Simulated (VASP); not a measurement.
# TiTe (P6_3/mmc) in VASP: further runs

The runs below take TiTe through single point, with PBEsol.

Program: VASP 6.6.1. These are calculated values, not measurements. Logs are shortened: lines on timing, memory, paths and dates and some standing lists are left out, and cuts for length are marked.

**1. The structure**

The structure is hexagonal, space group P6_3/mmc (No. 194). The conventional cell has a = 3.842 Å, b = 3.842 Å, c = 6.403 Å, α = 90.00°, β = 90.00°, γ = 120.00°. Te (site symmetry -6m2) has 6 Ti at 2.74 Å as nearest neighbours. Ti (site symmetry -3m) is surrounded by 6 Te at 2.74 Å.

**2. Single point, PBEsol**

Input file INCAR:

```
  PREC = Accurate
  ENCUT = 450
  EDIFF = 1E-6
  ISMEAR = -5
  SIGMA = 0.05
  LREAL = F
  LASPH = T
  NELM = 100
  ALGO = Normal
  ISIF = 2
  LWAVE = F
  LCHARG = F
  GGA = PS
  ADDGRID = F
```

Input file KPOINTS:

```
Automatic mesh
0
Gamma
  10 10 5
```

Input file POSCAR:

```
TiTe
1.0
    3.8420000000      0.0000000000      0.0000000000
   -1.9210000000      3.3272696013      0.0000000000
    0.0000000000      0.0000000000      6.4030000000
Te Ti
2 2
Direct
    0.6666666667      0.3333333333      0.7500000000
    0.3333333333      0.6666666667      0.2500000000
    0.0000000000      0.0000000000      0.5000000000
    0.0000000000      0.0000000000      0.0000000000
```

Potentials or basis: VASP PAW PBE potentials, release 64 (Te, Ti_sv).

Launch:

```bash
> cat potpaw_PBE.64/Te/POTCAR potpaw_PBE.64/Ti_sv/POTCAR > POTCAR
> mpirun -np 1 vasp_std > vasp.out
```

OUTCAR:

```text
PREC = Accurate
   ENCUT = 450
   EDIFF = 1E-6
   ISMEAR = -5
   LREAL = F
   LASPH = T
   NELM = 100
   ISIF = 2
   GGA = PS

 Found     42 irreducible k-points:

 Following reciprocal coordinates:
            Coordinates               Weight
  0.000000  0.000000  0.000000      1.000000
  0.100000  0.000000  0.000000      6.000000
  0.200000  0.000000  0.000000      6.000000
  0.300000  0.000000  0.000000      6.000000
  0.400000  0.000000  0.000000      6.000000
  0.500000  0.000000  0.000000      3.000000
   k-points           NKPTS =     42   k-points in BZ     NKDIM =     42   number of bands    NBANDS=     22
   number of dos      NEDOS =    301   number of ions     NIONS =      4
   total plane-waves  NPLWV =  37632
   dimension x,y,z NGX =    28 NGY =   28 NGZ =   48
   dimension x,y,z NGXF=    56 NGYF=   56 NGZF=   96
   ions per type =               2   2
   NGX,Y,Z   is equivalent  to a cutoff of  12.12, 12.12, 12.46 a.u.
   NGXF,Y,Z  is equivalent  to a cutoff of  24.23, 24.23, 24.93 a.u.
 SYSTEM =  unknown system
   PREC   = accura    normal or accurate (medium, high low for compatibility)
   ISTART =      0    job   : 0-new  1-cont  2-samecut
   ICHARG =      2    charge: 1-file 2-atom 10-const
   ISPIN  =      1    spin polarized calculation?
   LNONCOLLINEAR =      F non collinear calculations
   LSORBIT =      F    spin-orbit coupling
   LASPH  =      T    aspherical Exc in radial PAW
   ENCUT  =  450.0 eV  33.07 Ry    5.75 a.u.   6.65  6.65 11.08*2*pi/ulx,y,z
   NELM   =    100;   NELMIN=  2; NELMDL= -5     # of ELM steps
   EDIFF  = 0.1E-05   stopping-criterion for ELM
   LREAL  =      F    real-space projection
   EDIFFG = 0.1E-04   stopping-criterion for IOM
   NSW    =      0    number of steps for IOM
   IBRION =     -1    ionic relax: 0-MD 1-quasi-New 2-CG
   NFREE  =      0    steps in history (QN), initial steepest desc. (CG)
   ISIF   =      2    stress and relaxation
   ISYM   =      2    0-nonsym 1-usesym 2-fastsym
   POTIM  = 0.5000    time-step for ionic-motion
   TEBEG  =    0.0;   TEEND  =   0.0 temperature during run
   PSTRESS=    0.0 pullay stress
   NELECT =      36.0000    total number of electrons
   NUPDOWN=      -1.0000    fix difference up-down
   EMIN   =  10.00;   EMAX   =-10.00  energy-range for DOS
   EFERMI =   0.00;   METHOD = LEGACY
   ISMEAR =    -5;   SIGMA  =   0.05  broadening in eV -4-tet -1-fermi 0-gaus
   EFERMI_NEDOS =   21; number of points for ismear=-14 and -15
   IALGO  =     38    algorithm
   IMIX   =      4    mixing-type and parameters
     AMIX     =   0.40;   BMIX     =  1.00
     AMIX_MAG =   1.60;   BMIX_MAG =  1.00
  volume/ion in A,a.u.               =      20.46       138.09
  Fermi-wavevector in a.u.,A,eV,Ry     =   1.244991  2.352691 21.089049  1.550001
  Thomas-Fermi vector in A             =   2.379233
   LORBIT       =      0    0 simple, 1 ext, 2 COOP (PROOUT), +10 PAW based schemes
   GGA     = PS    functional components
   LHFCALC =     F    Hartree Fock is set to
   AEXX    =    0.0000 exact exchange contribution
   IVDW    =     0    specifies the selected vdW correction
   LEPSILON=     F    determine dielectric tensor
   LRPA    =     F    only Hartree local field effects (RPA)
 non-spin polarized calculation
 Fermi weights with tetrahedron method with Bloechl corrections
  energy-cutoff  :      450.00
  volume of cell :       81.85
 maximum number of plane-waves:      1804
 NGX is ok and might be reduce to    28
   NGX = 13   NGY = 13   NGZ = 23

 number of electron      36.0000000 magnetization

 Free energy of the ion-electron system (eV)
  ---------------------------------------------------
  ext. energy  EPLUGINS =         0.00000000
  ---------------------------------------------------
  free energy    TOTEN  =       -26.18800805 eV

  energy without entropy =      -26.18800805  energy(sigma->0) =      -26.18800805

 E-fermi :  10.0972     XC(G=0): -11.1613

 val. band max:       10.1092989232   @ k =   0.4000   0.0000   0.0000
 cond. band min:      10.1160971231   @ k =   0.2000   0.2000   0.4000
 fundamental gap:      0.0067981999
 Fermi energy:        10.0972485496

 k-point     1 :       0.0000    0.0000    0.0000
  band No.  band energies     occupation
      1     -46.9845      2.00000
      2     -46.9699      2.00000
      3     -23.4369      2.00000
      4     -23.4369      2.00000
      5     -23.4187      2.00000
      6     -23.4187      2.00000
[... 14 lines left out ...]
     21       9.6596      1.82691
     22      11.0408      0.00000

 k-point     2 :       0.1000    0.0000    0.0000
  band No.  band energies     occupation
      1     -46.9842      2.00000
      2     -46.9697      2.00000
      3     -23.4416      2.00000
      4     -23.4381      2.00000
      5     -23.4224      2.00000
      6     -23.4194      2.00000
[... 14 lines left out ...]
     21      10.2687      0.05335
     22      11.0398      0.00000

 k-point     3 :       0.2000    0.0000    0.0000
  band No.  band energies     occupation
      1     -46.9834      2.00000
      2     -46.9690      2.00000
      3     -23.4537      2.00000
      4     -23.4409      2.00000
      5     -23.4321      2.00000
      6     -23.4213      2.00000
[... 14 lines left out ...]
     21      10.7450      0.00000
     22      11.0251      0.00000

 k-point     4 :       0.3000    0.0000    0.0000
  band No.  band energies     occupation
      1     -46.9824      2.00000
      2     -46.9681      2.00000
      3     -23.4686      2.00000
      4     -23.4445      2.00000
      5     -23.4440      2.00000
      6     -23.4237      2.00000
[... 14 lines left out ...]
     21      10.8818      0.00000
     22      11.0417      0.00000

 k-point     5 :       0.4000    0.0000    0.0000
  band No.  band energies     occupation
      1     -46.9816      2.00000
      2     -46.9674      2.00000
      3     -23.4806      2.00000
      4     -23.4536      2.00000
      5     -23.4474      2.00000
      6     -23.4256      2.00000
[... 14 lines left out ...]
     21      10.8208      0.00000
     22      11.1369      0.00000

 k-point     6 :       0.5000    0.0000    0.0000
  band No.  band energies     occupation
      1     -46.9814      2.00000
      2     -46.9672      2.00000
      3     -23.4852      2.00000
      4     -23.4572      2.00000
      5     -23.4485      2.00000
      6     -23.4263      2.00000
[... 14 lines left out ...]
     21      10.9017      0.00000
     22      11.2234      0.00000

 [... further k-points ...]

------------------------ aborting loop because EDIFF is reached ----------------------------------------

  FORCE on cell =-STRESS in cart. coord.  units (eV):
  Direction    XX          YY          ZZ          XY          YZ          ZX
  --------------------------------------------------------------------------------------
  -------------------------------------------------------------------------------------
  Total        0.7504878      0.7504878      3.8020976      0.0000000     -0.0000000      0.0000000
  in kB       14.6901213     14.6901213     74.4226256      0.0000000     -0.0000000      0.0000000
  external PRESSURE =      34.6009561 kB  Pullay stress =       0.0000000 kB

 VOLUME and BASIS-vectors are now :
 -----------------------------------------------------------------------------
  energy-cutoff  :      450.00
  volume of cell :       81.85
      direct lattice vectors                 reciprocal lattice vectors
     3.842000000  0.000000000  0.000000000     0.260281104  0.150273365  0.000000000
    -1.921000000  3.327269601  0.000000000     0.000000000  0.300546730  0.000000000
     0.000000000  0.000000000  6.403000000     0.000000000  0.000000000  0.156176792

 POSITION                                       TOTAL-FORCE (eV/Angst)
 -----------------------------------------------------------------------------------
      1.92100      1.10909      4.80225        -0.000000     -0.000000      0.000000
     -0.00000      2.21818      1.60075         0.000000      0.000000      0.000000
      0.00000      0.00000      3.20150         0.000000      0.000000      0.000000
      0.00000      0.00000      0.00000         0.000000      0.000000      0.000000
 -----------------------------------------------------------------------------------
    total drift:                                0.000000     -0.000000      0.000000

  FREE ENERGIE OF THE ION-ELECTRON SYSTEM (eV)
  ---------------------------------------------------
  free  energy   TOTEN  =       -26.1880080462 eV

  energy  without entropy=      -26.1880080462  energy(sigma->0) =      -26.18800805
```

It took 38 s on 1 thread of AMD EPYC 9R14 (Zen 4), shared host; peak memory 0.19 GiB.

The run converged, but some of its settings lie outside the range that counts as converged, so its numbers aren't taken as properties of the crystal.

Results:

* Free energy: -26.1880 eV
* Pressure: 3.5 GPa
* Band gap on the k mesh: none (metal or under the smearing width)

Caveat: the PAW data sets were made with another functional, which shifts forces and pressure a little; tetrahedron occupations give inexact forces and stress in metals.

**3. Single point, PBEsol**

Changes to INCAR since step 2:

```diff
@@ -1,5 +1,5 @@
   PREC = Accurate
-  ENCUT = 450
+  ENCUT = 550
   EDIFF = 1E-6
-  ISMEAR = -5
+  ISMEAR = 0
   SIGMA = 0.05
```

KPOINTS is that of step 2.

POSCAR is that of step 2.

Potentials or basis: VASP PAW PBE potentials, release 64 (Te, Ti_sv).

Launch:

```bash
> cat potpaw_PBE.64/Te/POTCAR potpaw_PBE.64/Ti_sv/POTCAR > POTCAR
> mpirun -np 1 vasp_std > vasp.out
```

Wall time 52 s (1 thread of AMD EPYC 9R14 (Zen 4), shared host); peak memory 0.22 GiB.

The run converged, but some of its settings lie outside the range that counts as converged, so its numbers aren't taken as properties of the crystal.

Results:

* Free energy: -26.1920 eV
* Pressure: 3.5 GPa
* Band gap on the k mesh: none (metal or under the smearing width)

Caveat: the PAW data sets were made with another functional, which shifts forces and pressure a little.

**4. Single point, PBEsol**

Changes to INCAR since step 3:

```diff
@@ -1,2 +1,2 @@
-  PREC = Accurate
+  PREC = Low
   ENCUT = 550
```

KPOINTS is that of step 3.

POSCAR is that of step 3.

Launch:

```bash
> cat potpaw_PBE.64/Te/POTCAR potpaw_PBE.64/Ti_sv/POTCAR > POTCAR
> mpirun -np 1 vasp_std > vasp.out
```

It took 31 s on 1 thread of AMD EPYC 9R14 (Zen 4), shared host; peak memory 0.15 GiB.

These settings aren't checked as converged: the numbers below hold their error.

What came out:

- Free energy: -26.1928 eV
- Pressure: 3.5 GPa
- Band gap on the k mesh: none (metal or under the smearing width)

Caveat: the PAW data sets were made with another functional, which shifts forces and pressure a little.

**5. Single point, PBEsol**

Changes to INCAR since step 4:

```diff
@@ -1,2 +1,2 @@
-  PREC = Low
+  PREC = Normal
   ENCUT = 550
```

KPOINTS is that of step 4.

POSCAR is that of step 4.

Launch:

```bash
> cat potpaw_PBE.64/Te/POTCAR potpaw_PBE.64/Ti_sv/POTCAR > POTCAR
> mpirun -np 1 vasp_std > vasp.out
```

Run time: 29 s. Hardware: 1 thread of AMD EPYC 9R14 (Zen 4), shared host; peak memory 0.18 GiB.

These settings aren't checked as converged: the numbers below hold their error.

Results:

```
Free energy            : -26.1920 eV
Pressure               : 3.5 GPa
Band gap on the k mesh : none (metal or under the smearing width)
```

Caveat: the PAW data sets were made with another functional, which shifts forces and pressure a little.

**6. Single point, PBEsol**

Changes to INCAR since step 5:

```diff
@@ -1,2 +1,2 @@
-  PREC = Normal
+  PREC = Accurate
   ENCUT = 550
@@ -5,3 +5,3 @@
   SIGMA = 0.05
-  LREAL = F
+  LREAL = Auto
   LASPH = T
```

KPOINTS is that of step 5.

POSCAR is that of step 5.

Potentials or basis: VASP PAW PBE potentials, release 64 (Te, Ti_sv).

Launch:

```bash
> cat potpaw_PBE.64/Te/POTCAR potpaw_PBE.64/Ti_sv/POTCAR > POTCAR
> mpirun -np 1 vasp_std > vasp.out
```

Run time: 77 s. Hardware: 1 thread of AMD EPYC 9R14 (Zen 4), shared host; peak memory 0.2 GiB.

These settings aren't checked as converged: the numbers below hold their error.

What came out:

- Free energy: -26.1906 eV
- Pressure: 3.5 GPa
- Band gap on the k mesh: none (metal or under the smearing width)

Caveat: the PAW data sets were made with another functional, which shifts forces and pressure a little.

**7. For comparison**

An earlier run on the cell as given: functional PBEsol; potentials or basis VASP PAW PBE potentials, release 64 (Te, Ti_sv); cutoff 520 eV; k mesh 8 × 8 × 4; occupations fermi-dirac, width 0.05 eV; no spin polarisation.

- Pressure: 3.5 GPa
- Band gap on the k mesh: none (metal or under the smearing width)
